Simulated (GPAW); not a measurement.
# Collinear magnetic orders of Fe2 W3 Fe2 001 with GPAW

Does Fe2 W3 Fe2 001 prefer parallel or opposed moments, or none?

Program: GPAW 26.7.0. Level of theory: PBE; plane waves with GPAW's PAW setups, scalar-relativistic. Results are calculated unless marked as measured.

### Step 1. The structure

The cell holds 7 atoms: 4 Fe and 3 W. Its edges and angles: a = 3.165 Å, b = 3.165 Å, c = 20.281 Å, α = 90.0°, β = 90.0°, γ = 90.0°. ideal sites on the substrate's mesh, layer spacings from atomic volumes, unrelaxed, 12 A of vacuum. Vacuum lies along c.

### Step 2. Run 1 (ferro ++++)

The parallel start comes first: it fits the smallest cell, keeps the most symmetry and shows whether parallel moments form.

The input, order1.py:

```python
import json
import numpy as np
from ase import Atoms
from ase.parallel import paropen, parprint
from gpaw import GPAW

atoms = Atoms(['Fe', 'Fe', 'W', 'W', 'W', 'Fe', 'Fe'],
    cell=[[3.165, 0.0, 0.0],
         [0.0, 3.165, 0.0],
         [0.0, 0.0, 20.280736]],
    scaled_positions=[[0.0, 0.0, 0.295847],
         [0.5, 0.5, 0.35393],
         [0.0, 0.0, 0.421981],
         [0.5, 0.5, 0.5],
         [0.0, 0.0, 0.578019],
         [0.5, 0.5, 0.64607],
         [0.0, 0.0, 0.704153]],
    pbc=True,
    magmoms=[2.6, 2.6, 0.0, 0.0, 0.0, 2.6, 2.6])
atoms.calc = GPAW(mode={'name': 'pw', 'ecut': 450},
    xc='PBE',
    kpts={'size': (20, 20, 1), 'gamma': True},
    occupations={'name': 'fermi-dirac', 'width': 0.05},
    convergence={'density': 1e-05, 'energy': 1e-05},
    maxiter=200,
    mixer={'name': 'pulay', 'beta': 0.03, 'nmaxold': 8, 'weight': 100},
    symmetry={'tolerance': 1e-4},
    txt='order1.txt')
e = atoms.get_potential_energy(force_consistent=True)
res = {'free_energy': e, 'energy_sigma0': atoms.get_potential_energy(), 'fermi_energy': atoms.calc.get_fermi_level()}
res['moments'] = atoms.get_magnetic_moments().tolist()
res['total'] = atoms.get_magnetic_moment()
parprint('site moments (muB):', np.round(res['moments'], 3))
parprint(f"total moment: {res['total']:.3f} muB")
parprint(f'free energy: {e:.6f} eV')
atoms.calc.write('order1.gpw')
with paropen('results.json', 'w') as f:
    json.dump(res, f)
```

Started as:

```sh
OMP_NUM_THREADS=1 mpirun -n 4 gpaw python order1.py > order1.log
```

Numbers of over 12 decimals in the logs are rounded to 6 here.

The log of the run:

```text
site moments (muB): [ 2.814  1.97  -0.2    0.037 -0.2    1.97   2.814]
total moment: 9.338 muB
free energy: -66.928081 eV

--- order1.txt ---
Input parameters:
  mode=PW(ecut=450),
  convergence={'density': 1e-05, 'energy': 1e-05},
  kpts=MonkhorstPack(size=(20, 20, 1), gamma=True),
  maxiter=200,
  mixer=Pulay(name='pulay', nmaxold=8, beta=0.03, weight=100, sigma=0.015, g_ss=None),
  occupations=Occupations(name='fermi-dirac', width=0.05),
  symmetry=Symmetry(tolerance=0.0001),
  xc=XC(name='PBE')

Diagonalizing LCAO Hamiltonian
Converting LCAO to pw mode
   .-------.
  /|       |
 * |       |
 | |       |
 | |       |
 | |       |
 | |       |
 | |       |
 | |       |
 Fe|       |
 | |  Fe   |
 | |       |
 | |       |
 W |  W    |
 | |       |
 | |       |
 W |       |
 | |  Fe   |
 | |       |
 | |       |
 Fe|       |
 | |       |
 | |       |
 | |       |
 | |       |
 | .-------.
 |/       /
 *-------*

Atoms  # Å, Bohr magnetons
|   | symbol |        x |        y |         z |    initial magnetic moments |
|---|--------|----------|----------|-----------|-----------------------------|
| 0 |     Fe | 0.000000 | 0.000000 |  5.999995 | ( 0.0000,  0.0000,  2.6000) |
| 1 |     Fe | 1.582500 | 1.582500 |  7.177961 | ( 0.0000,  0.0000,  2.6000) |
| 2 |      W | 0.000000 | 0.000000 |  8.558085 | ( 0.0000,  0.0000,  0.0000) |
| 3 |      W | 1.582500 | 1.582500 | 10.140368 | ( 0.0000,  0.0000,  0.0000) |
| 4 |      W | 0.000000 | 0.000000 | 11.722651 | ( 0.0000,  0.0000,  0.0000) |
| 5 |     Fe | 1.582500 | 1.582500 | 13.102775 | ( 0.0000,  0.0000,  2.6000) |
| 6 |     Fe | 0.000000 | 0.000000 | 14.280741 | ( 0.0000,  0.0000,  2.6000) |

Unit cell  # Å
| periodic |        x |        y |         z |   lengths |    angles |
|----------|----------|----------|-----------|-----------|-----------|
|      yes | 3.165000 | 0.000000 |  0.000000 |  3.165000 | 90.000000 |
|      yes | 0.000000 | 3.165000 |  0.000000 |  3.165000 | 90.000000 |
|      yes | 0.000000 | 0.000000 | 20.280736 | 20.280736 | 90.000000 |

Number of symmetries: 16

BZ-sampling:
  Number of BZ points: 400
  Number of IBZ points: 66

  Monkhorst-Pack size: [20, 20, 1]
  Monkhorst-Pack shift: [0.025, 0.025, 0.0]

K-points  # in reciprocal-cell coordinates
|     |                                coordinates |     weight |
|-----|--------------------------------------------|------------|
|   0 | ( -0.00000000,  -0.00000000,   0.00000000) | 0.00250000 |
|   1 | (  0.05000000,  -0.00000000,   0.00000000) | 0.01000000 |
|   2 | (  0.05000000,   0.05000000,   0.00000000) | 0.01000000 |
|   3 | (  0.10000000,  -0.00000000,   0.00000000) | 0.01000000 |
|   4 | (  0.10000000,   0.05000000,   0.00000000) | 0.02000000 |
|   5 | (  0.10000000,   0.10000000,   0.00000000) | 0.01000000 |
|   6 | (  0.15000000,  -0.00000000,   0.00000000) | 0.01000000 |
|   7 | (  0.15000000,   0.05000000,   0.00000000) | 0.02000000 |
|   8 | (  0.15000000,   0.10000000,   0.00000000) | 0.02000000 |
|   9 | (  0.15000000,   0.15000000,   0.00000000) | 0.01000000 |
| ... |                                            |            |
|  65 | (  0.50000000,   0.50000000,   0.00000000) | 0.00250000 |

Plane wave coefficients: 4479
Cutoff: 450.000000 eV

Spin-components: 2 (collinear spins)
Bands:           55
Projectors:      42
Spin-degeneracy: 1
Datatype:        complex128

Parallelization:
  kpt:    4
  domain: 1
  band:   1

Density:
  Valence electrons: 74.0
  Components: 2
  Grid points: [ 16  16 100]
  Charge: 0.0  # |e|

Potential:
  Grid points: [ 16  16 100]

species:
  Fe:
    name:    Iron
    Z:       26.0
    valence: 8
    core:    18
    charge:  0.0  # [|e|]
    compensation charges:
      type: gauss
      rc: 0.33  # [Å]
      lmax: 2
    cutoffs:
      filter: 2.06  # [Å]
      core: 2.67  # [Å]
    projectors
    | kind |    occ | energy [eV] | rcut [Å] |
    |------|--------|-------------|----------|
    |   4s |  2.000 |      -5.291 |    1.164 |
    |   4p |  0.000 |      -1.326 |    1.058 |
    |   3d |  6.000 |      -7.505 |    1.058 |
    |    s |        |      21.920 |    1.164 |
    |    p |        |      25.885 |    1.058 |
    |    d |        |      19.706 |    1.058 |

    Using partial waves for Fe as LCAO basis

  W:
    name:    Tungsten
    Z:       74.0
    valence: 14
    core:    60
    charge:  0.0  # [|e|]
    compensation charges:
      type: gauss
      rc: 0.40  # [Å]
      lmax: 2
    cutoffs:
      filter: 2.36  # [Å]
      core: 3.02  # [Å]
    projectors
    | kind |    occ | energy [eV] | rcut [Å] |
    |------|--------|-------------|----------|
    |   5s |  2.000 |     -78.830 |    1.344 |
    |   6s |  2.000 |      -5.697 |    1.344 |
    |   5p |  6.000 |     -43.233 |    1.355 |
    |   6p |  0.000 |      -1.367 |    1.355 |
    |   5d |  4.000 |      -4.494 |    1.228 |
    |    d |        |      22.717 |    1.228 |

    Using partial waves for W as LCAO basis

Reference energy: -1454792.833365  # eV

eigensolver:
  PPCG
  Converge bands: occupied
  niter=2

density mixing:
  Pulay-Mixer
  Linear mixing parameters: 0.03
  Old densities: 8
  Fourier metric: weight=100, sigma=0.015

occupation numbers:
  Fermi-Dirac:
    width: 0.0500  # eV

poisson solver:
  ecut: 3600.000000  # eV

xc functional:
  name: PBE with 2 nearest neighbor stencil

convergence criteria:
- Maximum integral of absolute [dens]ity change: 1e-05 electrons / valence electron
- Maximum [total energy] change in last 3 cyles: 1e-05 eV / valence electron
- Maximum integral of absolute [eigenst]ate change: 4e-08 eV^2 / valence electron
maximum number of iterations: 200

SCF iterations
|iter     |      energy | eigst |  dens |  magmom |
|---------|-------------|-------|-------|---------|
|iter:   1|       0s |  -69.233274 | +0.24 |       | +10.4152|
|iter:   2|      13s |  -68.542895 | -1.35 | -0.91 | +10.3675|
|iter:   3|      26s |  -67.958711 | -2.01 | -0.99 | +10.3162|
|iter:   4|      38s |  -67.590886 | -2.35 | -1.05 | +10.2681|
|iter:   5|      51s |  -66.701899 | -0.92 | -1.08 |  +9.9834|
|iter:   6|      64s |  -66.737483 | -2.14 | -1.27 |  +9.9809|
|iter:   7|      77s |  -66.794375 | -2.17 | -1.26 |  +9.8894|
|iter:   8|      89s |  -66.689046 | -1.93 | -1.33 |  +9.8035|
|iter:   9|     102s |  -66.788631 | -2.32 | -1.50 |  +9.7010|
|iter:  10|     115s |  -66.837206 | -2.20 | -1.54 |  +9.6191|
[... 28 iterations left out ...]
|iter:  39|     483s |  -66.895652c| -7.63c| -3.91 |  +9.3399|
|iter:  40|     496s |  -66.895652c| -7.45c| -4.01 |  +9.3397|
|iter:  41|     509s |  -66.895649c| -7.50c| -4.17 |  +9.3389|
|iter:  42|     516s |  -66.895648c| -7.55c| -4.39 |  +9.3387|
|iter:  43|     522s |  -66.895648c| -7.95c| -4.56 |  +9.3387|
|iter:  44|     528s |  -66.895648c| -8.20c| -4.62 |  +9.3386|
|iter:  45|     534s |  -66.895647c| -8.53c| -4.63 |  +9.3385|
|iter:  46|     540s |  -66.895646c| -8.10c| -4.73 |  +9.3380|
|iter:  47|     546s |  -66.895646c| -8.19c| -4.90 |  +9.3380|
|iter:  48|     552s |  -66.895646c| -8.67c| -5.02c|  +9.3380|

Converged in 48 steps
Energy contributions relative to reference atoms: (reference = -1454792.833365)

Energy contributions:
  Kinetic:          42.116738
  Coulomb:         -43.544833
  Zero:              0.487188
  External:          0.000000
  Xc:              -65.922305
  Entropy:          -0.064871
  Spinorbit:         0.000000
  ----------------------------
  Free energy:     -66.928081
  Extrapolated:    -66.895646

dipole moment: (-38.998066, -38.998066, -0.000339)  # |e|*Ang

Total magnetic moment: (0.000000, 0.000000, 9.338012)

Local magnetic moments
|        x |        y |         z |
|----------|----------|-----------|
| 0.000000 | 0.000000 |  2.814146 |  # Fe   0
| 0.000000 | 0.000000 |  1.970153 |  # Fe   1
| 0.000000 | 0.000000 | -0.199937 |  # W    2
| 0.000000 | 0.000000 |  0.037333 |  # W    3
| 0.000000 | 0.000000 | -0.199937 |  # W    4
| 0.000000 | 0.000000 |  1.970153 |  # Fe   5
| 0.000000 | 0.000000 |  2.814146 |  # Fe   6

Fermi level: 3.783
Eigenvalues  # (at kpt = [-0.000, -0.000, 0.000])
| band index |      eig [eV] | occ [0-1] |      eig [eV] | occ [0-1] |
|------------|---------------|-----------|---------------|-----------|
|          0 |       -70.038 |     1.000 |       -70.122 |     1.000 |
|        ... |               |           |               |           |
|         29 |         1.827 |     1.000 |         3.360 |     1.000 |
|         30 |         1.869 |     1.000 |         3.360 |     1.000 |
|         31 |         1.874 |     1.000 |         3.598 |     0.976 |
|         32 |         1.948 |     1.000 |         3.598 |     0.976 |
|         33 |         1.948 |     1.000 |         3.844 |     0.226 |
|         34 |         1.995 |     1.000 |         3.864 |     0.165 |
|         35 |         1.995 |     1.000 |         3.879 |     0.128 |
|         36 |         2.675 |     1.000 |         4.099 |     0.002 |
|         37 |         2.781 |     1.000 |         4.255 |     0.000 |
|         38 |         2.841 |     1.000 |         4.255 |     0.000 |
|         39 |         2.984 |     1.000 |         4.777 |     0.000 |
|         40 |         2.984 |     1.000 |         5.087 |     0.000 |
|         41 |         3.898 |     0.091 |         5.111 |     0.000 |
|         42 |         4.199 |     0.000 |         5.111 |     0.000 |
|         43 |         4.199 |     0.000 |         5.226 |     0.000 |
|         44 |         4.361 |     0.000 |         5.504 |     0.000 |
|        ... |               |           |               |           |
|         54 |         9.011 |     0.000 |         9.165 |     0.000 |

No gap
No difference between direct/indirect transitions
```

It took 9.5 min on 4 MPI ranks of Arm Neoverse V1, shared host; peak memory 1.5 GiB.

Spin moment in the augmentation sphere by atom:

| atom | spin moment in the augmentation sphere (μB) |
| --- | --- |
| Fe1 | 2.81 |
| Fe2 | 1.97 |
| W3 | -0.20 |
| W4 | 0.04 |
| W5 | -0.20 |
| Fe6 | 1.97 |
| Fe7 | 2.81 |

Numbers from this step:

- magnetization: 9.338 μB
- final state: ferromagnetic

After 48 cycles the largest moment stands at 2.81 μB.

### Step 3. Run 2 (antiferro ++--)

Another pattern of signs weighs the neighbour shells otherwise.

order2.py is the script of step 2 with these lines changed:

```diff
@@ -18,3 +18,3 @@
     pbc=True,
-    magmoms=[2.6, 2.6, 0.0, 0.0, 0.0, 2.6, 2.6])
+    magmoms=[2.6, 2.6, 0.0, 0.0, 0.0, -2.6, -2.6])
 atoms.calc = GPAW(mode={'name': 'pw', 'ecut': 450},
@@ -27,3 +27,3 @@
     symmetry={'tolerance': 1e-4},
-    txt='order1.txt')
+    txt='order2.txt')
 e = atoms.get_potential_energy(force_consistent=True)
@@ -35,3 +35,3 @@
 parprint(f'free energy: {e:.6f} eV')
-atoms.calc.write('order1.gpw')
+atoms.calc.write('order2.gpw')
 with paropen('results.json', 'w') as f:
```

Started as:

```sh
OMP_NUM_THREADS=1 mpirun -n 4 gpaw python order2.py > order2.log
```

The log of the run:

```text
site moments (muB): [ 2.803  1.82  -0.198 -0.     0.198 -1.82  -2.803]
total moment: 0.000 muB
free energy: -66.879882 eV

--- order2.txt ---
Input parameters:
  mode=PW(ecut=450),
  convergence={'density': 1e-05, 'energy': 1e-05},
  kpts=MonkhorstPack(size=(20, 20, 1), gamma=True),
  maxiter=200,
  mixer=Pulay(name='pulay', nmaxold=8, beta=0.03, weight=100, sigma=0.015, g_ss=None),
  occupations=Occupations(name='fermi-dirac', width=0.05),
  symmetry=Symmetry(tolerance=0.0001),
  xc=XC(name='PBE')

Diagonalizing LCAO Hamiltonian
Converting LCAO to pw mode
   .-------.
  /|       |
 * |       |
 | |       |
 | |       |
 | |       |
 | |       |
 | |       |
 | |       |
 Fe|       |
 | |  Fe   |
 | |       |
 | |       |
 W |  W    |
 | |       |
 | |       |
 W |       |
 | |  Fe   |
 | |       |
 | |       |
 Fe|       |
 | |       |
 | |       |
 | |       |
 | |       |
 | .-------.
 |/       /
 *-------*

Atoms  # Å, Bohr magnetons
|   | symbol |        x |        y |         z |    initial magnetic moments |
|---|--------|----------|----------|-----------|-----------------------------|
| 0 |     Fe | 0.000000 | 0.000000 |  5.999995 | ( 0.0000,  0.0000,  2.6000) |
| 1 |     Fe | 1.582500 | 1.582500 |  7.177961 | ( 0.0000,  0.0000,  2.6000) |
| 2 |      W | 0.000000 | 0.000000 |  8.558085 | ( 0.0000,  0.0000,  0.0000) |
| 3 |      W | 1.582500 | 1.582500 | 10.140368 | ( 0.0000,  0.0000,  0.0000) |
| 4 |      W | 0.000000 | 0.000000 | 11.722651 | ( 0.0000,  0.0000,  0.0000) |
| 5 |     Fe | 1.582500 | 1.582500 | 13.102775 | ( 0.0000,  0.0000, -2.6000) |
| 6 |     Fe | 0.000000 | 0.000000 | 14.280741 | ( 0.0000,  0.0000, -2.6000) |

Unit cell  # Å
| periodic |        x |        y |         z |   lengths |    angles |
|----------|----------|----------|-----------|-----------|-----------|
|      yes | 3.165000 | 0.000000 |  0.000000 |  3.165000 | 90.000000 |
|      yes | 0.000000 | 3.165000 |  0.000000 |  3.165000 | 90.000000 |
|      yes | 0.000000 | 0.000000 | 20.280736 | 20.280736 | 90.000000 |

Number of symmetries: 8

BZ-sampling:
  Number of BZ points: 400
  Number of IBZ points: 66

  Monkhorst-Pack size: [20, 20, 1]
  Monkhorst-Pack shift: [0.025, 0.025, 0.0]

Plane wave coefficients: 4479
Cutoff: 450.000000 eV

Spin-components: 2 (collinear spins)
Bands:           49
Projectors:      42
Spin-degeneracy: 1
Datatype:        complex128

Parallelization:
  kpt:    4
  domain: 1
  band:   1

Density:
  Valence electrons: 74.0
  Components: 2
  Grid points: [ 16  16 100]
  Charge: 0.0  # |e|

Potential:
  Grid points: [ 16  16 100]

[... setups left out ...]
Reference energy: -1454792.833365  # eV

eigensolver:
  PPCG
  Converge bands: occupied
  niter=2

density mixing:
  Pulay-Mixer
  Linear mixing parameters: 0.03
  Old densities: 8
  Fourier metric: weight=100, sigma=0.015

occupation numbers:
  Fermi-Dirac:
    width: 0.0500  # eV

poisson solver:
  ecut: 3600.000000  # eV

xc functional:
  name: PBE with 2 nearest neighbor stencil

convergence criteria:
- Maximum integral of absolute [dens]ity change: 1e-05 electrons / valence electron
- Maximum [total energy] change in last 3 cyles: 1e-05 eV / valence electron
- Maximum integral of absolute [eigenst]ate change: 4e-08 eV^2 / valence electron
maximum number of iterations: 200

SCF iterations
|iter     |      energy | eigst |  dens |  magmom |
|---------|-------------|-------|-------|---------|
|iter:   1|       0s |  -69.207448 | +0.27 |       |  +0.0000|
|iter:   2|      10s |  -68.488867 | -1.23 | -0.91 |  -0.0000|
|iter:   3|      22s |  -67.849382 | -1.69 | -0.98 |  +0.0000|
|iter:   4|      33s |  -67.522594 | -2.18 | -1.05 |  +0.0000|
|iter:   5|      44s |  -66.624495 | -0.70 | -1.08 |  +0.0000|
|iter:   6|      55s |  -66.697810 | -1.84 | -1.28 |  +0.0000|
|iter:   7|      66s |  -66.820478 | -1.73 | -1.26 |  +0.0000|
|iter:   8|      76s |  -66.626179 | -1.69 | -1.34 |  -0.0000|
|iter:   9|      87s |  -66.687406 | -2.38 | -1.50 |  +0.0000|
|iter:  10|      99s |  -66.731170 | -2.29 | -1.54 |  -0.0001|
[... 31 iterations left out ...]
|iter:  42|     440s |  -66.847079c| -7.69c| -4.05 |  +0.0000|
|iter:  43|     446s |  -66.847078c| -7.63c| -4.06 |  +0.0000|
|iter:  44|     457s |  -66.847076c| -7.24 | -4.11 |  +0.0000|
|iter:  45|     468s |  -66.847072c| -7.58c| -4.28 |  +0.0000|
|iter:  46|     473s |  -66.847071c| -8.14c| -4.54 |  +0.0000|
|iter:  47|     478s |  -66.847071c| -8.18c| -4.58 |  +0.0000|
|iter:  48|     483s |  -66.847070c| -8.22c| -4.66 |  +0.0000|
|iter:  49|     488s |  -66.847069c| -8.02c| -4.71 |  +0.0000|
|iter:  50|     493s |  -66.847068c| -8.22c| -4.92 |  +0.0000|
|iter:  51|     498s |  -66.847068c| -8.42c| -5.06c|  +0.0000|

Converged in 51 steps
Energy contributions relative to reference atoms: (reference = -1454792.833365)

Energy contributions:
  Kinetic:          40.103109
  Coulomb:         -41.906152
  Zero:              0.492260
  External:          0.000000
  Xc:              -65.503471
  Entropy:          -0.065629
  Spinorbit:         0.000000
  ----------------------------
  Free energy:     -66.879882
  Extrapolated:    -66.847068

dipole moment: (-39.002037, -39.002037, -0.000339)  # |e|*Ang

Total magnetic moment: (0.000000, 0.000000, 0.000001)

Local magnetic moments
|        x |        y |         z |
|----------|----------|-----------|
| 0.000000 | 0.000000 |  2.803119 |  # Fe   0
| 0.000000 | 0.000000 |  1.820279 |  # Fe   1
| 0.000000 | 0.000000 | -0.198334 |  # W    2
| 0.000000 | 0.000000 | -0.000000 |  # W    3
| 0.000000 | 0.000000 |  0.198335 |  # W    4
| 0.000000 | 0.000000 | -1.820278 |  # Fe   5
| 0.000000 | 0.000000 | -2.803119 |  # Fe   6

Fermi level: 3.779
Eigenvalues  # (at kpt = [-0.000, -0.000, 0.000])
| band index |      eig [eV] | occ [0-1] |      eig [eV] | occ [0-1] |
|------------|---------------|-----------|---------------|-----------|
|          0 |       -70.172 |     1.000 |       -70.172 |     1.000 |
|        ... |               |           |               |           |
|         30 |         2.747 |     1.000 |         2.747 |     1.000 |
|         31 |         2.747 |     1.000 |         2.747 |     1.000 |
|         32 |         2.753 |     1.000 |         2.753 |     1.000 |
|         33 |         2.800 |     1.000 |         2.800 |     1.000 |
|         34 |         3.195 |     1.000 |         3.195 |     1.000 |
|         35 |         3.195 |     1.000 |         3.195 |     1.000 |
|         36 |         3.721 |     0.762 |         3.721 |     0.762 |
|         37 |         3.721 |     0.762 |         3.721 |     0.762 |
|         38 |         3.820 |     0.308 |         3.820 |     0.308 |
|         39 |         3.850 |     0.195 |         3.850 |     0.195 |
|         40 |         4.368 |     0.000 |         4.368 |     0.000 |
|         41 |         4.461 |     0.000 |         4.461 |     0.000 |
|         42 |         4.779 |     0.000 |         4.779 |     0.000 |
|         43 |         4.779 |     0.000 |         4.779 |     0.000 |
|         44 |         4.939 |     0.000 |         4.939 |     0.000 |
|         45 |         5.486 |     0.000 |         5.486 |     0.000 |
|        ... |               |           |               |           |
|         48 |         6.799 |     0.000 |         6.799 |     0.000 |

No gap
No difference between direct/indirect transitions
```

Run time: 8.6 min. Hardware: 4 MPI ranks; peak memory 1.5 GiB.

Spin moment in the augmentation sphere by atom:

| atom | spin moment in the augmentation sphere (μB) |
| --- | --- |
| Fe1 | 2.80 |
| Fe2 | 1.82 |
| W3 | -0.20 |
| W4 | 0.00 |
| W5 | 0.20 |
| Fe6 | -1.82 |
| Fe7 | -2.80 |

Read from the output:

| Quantity | Value |
| --- | --- |
| magnetization | 0 μB |
| final state | antiferromagnetic |

It lies 12.0 meV a seeded atom over the first start, and its largest moment is 2.80 μB against 2.81 μB.

### Step 4. Ranking

These are free energies at a smearing of 0.05 eV, so its entropy term is in the differences. They are divided by the number of seeded atoms, so that cells of unlike size compare.

Orders:

| start | final state | typed order kept | energy over the lowest (meV a seeded atom) | largest site moment (μB) | net moment (μB a primitive cell) | mesh matched | CPU time (s) |
| --- | --- | --- | --- | --- | --- | --- | --- |
| ferro ++++ | ferromagnetic | yes | 0 | 2.814 | 9.338 | yes | 2288 |
| antiferro ++-- | antiferromagnetic | yes | 12.05 | 2.803 | 0 | yes | 2068 |

### Step 5. Summary of results

```
lowest state found  : ferromagnetic (typed ferro ++++)
largest site moment : 2.81 μB
next state          : antiferromagnetic, 12.0 meV a seeded atom higher
```

In words: The lowest state found is ferromagnetic, reached from the start ferro ++++, with moments up to 2.81 μB. The next state costs 12 meV a seeded atom. This is the lowest of 2 finished starts, no proof of the ground state.

[Logs and program files are shortened in this print: banners, set-up blocks, solver, clock and traceback lines can be left out without a mark of their own.]

[Logs are printed without paths, hosts, clocks, repeated set-up lines and the standing remarks that a program may print on its own settings, such as how far it seeks lower states.]

[Hosts, paths, dates, database ids (printed as entryN), source tags and the programs' standing remarks are cut or masked in the printed files.]

[Where a cell is said to come from a database of computed structures, the database is the Materials Project.]
